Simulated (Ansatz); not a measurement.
## Sc: relaxation of cell and atoms with r2SCAN+D3(BJ)

Sc:

```xyz
1
Lattice="0.0000 2.2600 2.2600 2.2600 0.0000 2.2600 2.2600 2.2600 0.0000" Properties=species:S:1:pos:R:3 pbc="T T T"
Sc    0.0000    0.0000    0.0000
```

This isn't the form of Sc at room conditions, which is hcp.

```json
{"Program": "Ansatz 0.2.0", "Task": "relaxation of cell and atoms", "Functional": "r2SCAN", "Dispersion": "D3(BJ)", "Potentials or basis": "PseudoDojo standard (PBE files)", "Cutoff": "1061 eV", "Density cutoff": "4245 eV", "k mesh": "10 × 10 × 10", "Occupations": "fermi-dirac, width 0.01 eV", "Spin": "collinear spin, random start", "Starting moments": "[0.6] μB"}
```

```json
{"Relaxed volume": "24.72 Å³/atom", "Relaxed cell": "a = 3.270 Å, b = 3.270 Å, c = 3.270 Å, α = 60.00°, β = 60.00°, γ = 60.00°", "Space group after relaxing (to 0.05 Å)": "Fm-3m (No. 225)", "Energy gained by relaxing": "20.8 meV/atom", "Ionic steps": "4", "Pressure after relaxing": "0.0 GPa", "Net moment": "0.32 μB per cell", "Absolute moment": "0.32 μB per cell", "Site moments": "Sc +0.21 μB"}
```

The path:
| step | energy change (eV) | largest force (eV/Å) | volume (Å³) |
| --- | --- | --- | --- |
| 1 | 0.0000 | 0.0000 | 23.09 |
| 2 | -0.0187 | 0.0000 | 25.15 |
| 3 | -0.0202 | 0.0000 | 24.72 |
| 4 | -0.0208 | 0.0000 | 24.72 |

Final structure:
```cif
data_structure
_symmetry_space_group_name_H-M 'P 1'
_symmetry_Int_Tables_number 1
_cell_length_a 3.2699
_cell_length_b 3.2699
_cell_length_c 3.2699
_cell_angle_alpha 60.000
_cell_angle_beta 60.000
_cell_angle_gamma 60.000
_cell_volume 24.72
loop_
_atom_site_label
_atom_site_type_symbol
_atom_site_fract_x
_atom_site_fract_y
_atom_site_fract_z
_atom_site_occupancy
Sc1 Sc 0.00000 0.00000 0.00000 1
```

Wall time 55 s on 1 thread of Arm Neoverse V1, on a shared host, peak memory 0.47 GiB.

Caveat: the meta-GGA runs on potentials made for a GGA; the magnetic or orbital state may not be the lowest; the plane-wave basis is chosen anew once the cell has moved, so the energies of steps on either side of that aren't comparable; the potentials were made for another functional, which shifts forces and pressure; the dispersion damping was fitted for another functional or another form of the correction.
